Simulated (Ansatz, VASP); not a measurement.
# Two plane-wave programs on TaN

POSCAR

```
TaN
1.0
    0.0000000000      2.2113230000      2.2113230000
    2.2113230000      0.0000000000      2.2113230000
    2.2113230000      2.2113230000      0.0000000000
Ta N
1 1
Direct
    0.5000000000      0.5000000000      0.5000000000
    0.0000000000      0.0000000000      0.0000000000
```

Contents of INCAR.step1:

```
PREC = Accurate
ENCUT = 520
ISMEAR = -1
SIGMA = 0.05
LREAL = F
LASPH = T
NELM = 150
LMAXMIX = 4
LDAU = T
LDAUTYPE = 2
LDAUL = 2 -1
LDAUU = 8 0
LDAUJ = 0 0
NBANDS = 15
GGA = PE
ALGO = Normal
EDIFF = 1E-4
LWAVE = T
LCHARG = F
```

INCAR.step2

```
PREC = Accurate
ENCUT = 520
EDIFF = 1E-7
ISMEAR = -1
SIGMA = 0.05
LREAL = F
LASPH = T
NELM = 150
ALGO = Normal
ISIF = 2
LWAVE = F
LCHARG = F
LMAXMIX = 4
LDAU = T
LDAUTYPE = 2
LDAUL = 2 -1
LDAUU = 8 0
LDAUJ = 0 0
LDAUPRINT = 1
METAGGA = R2SCAN
LMIXTAU = T
NBANDS = 15
ISTART = 1
```

Contents of KPOINTS:

```
Automatic mesh
0
Gamma
  10 10 10
```

Contents of input.yaml:

```yaml
crystal:
  lattice:
    - [0.0, 2.211323, 2.211323]
    - [2.211323, 0.0, 2.211323]
    - [2.211323, 2.211323, 0.0]
  atoms:
    - { symbol: Ta, position: [0.5, 0.5, 0.5] }
    - { symbol: "N", position: [0.0, 0.0, 0.0] }
hamiltonian:
  xc: r2scan
  pseudopotentials: { kind: paw }
  hubbard: { sites: [{ species: Ta, l: d, u_eff: 8.0 }] }
kpoints:
  mp_grid: { grid: [10, 10, 10] }
scf:
  occupations: { method: fermi_dirac, width: 0.05 }
  n_extra_bands: 6
output:
  forces: true
  stress: true
  eigenvalues: true
  dos: { projected: true, de: 0.05, nscf_kmesh: { grid: [15, 15, 15] } }
```

The cell comes from a database or a generator and needn't be the stable form of this composition.

Alike in both runs: functional r2SCAN; k mesh 10 × 10 × 10; occupations fermi-dirac, width 0.05 eV; no spin polarisation; Hubbard terms Ta d U = 8.0 eV.

```csv
,VASP,Ansatz
version,VASP 6.6.1,Ansatz 0.2.0
potentials or method,"VASP PAW PBE potentials, release 64 (Ta_pv, N)",Ansatz PAW
plane-wave cutoff (eV),520,500
valence electrons in the cell,16,18
task,single point,projected density of states
```

|  | VASP | Ansatz | Ansatz less VASP |
| --- | --- | --- | --- |
| gap on the k mesh at the Fermi level (eV) | none | none | - |
| pressure (GPa) | 20.5 | 2.5 | -18.00 |

The programs project onto different local orbitals, so the same U acts differently. A gap of «none» marks a metal or a gap that the smearing closes. The two sets of potentials don't hold the same shells in valence.

Caveats: U without spin polarisation on a metal has little footing; the PAW data sets were made with another functional, which shifts forces and pressure a little (VASP); the PAW data sets come from PBE, with cores solved anew for the run's functional, which leaves a small shift of forces and pressure (Ansatz); the density of states is complete only up to the lowest level of the last band computed (Ansatz). Spin-orbit coupling is left out, which matters for the levels of Ta.
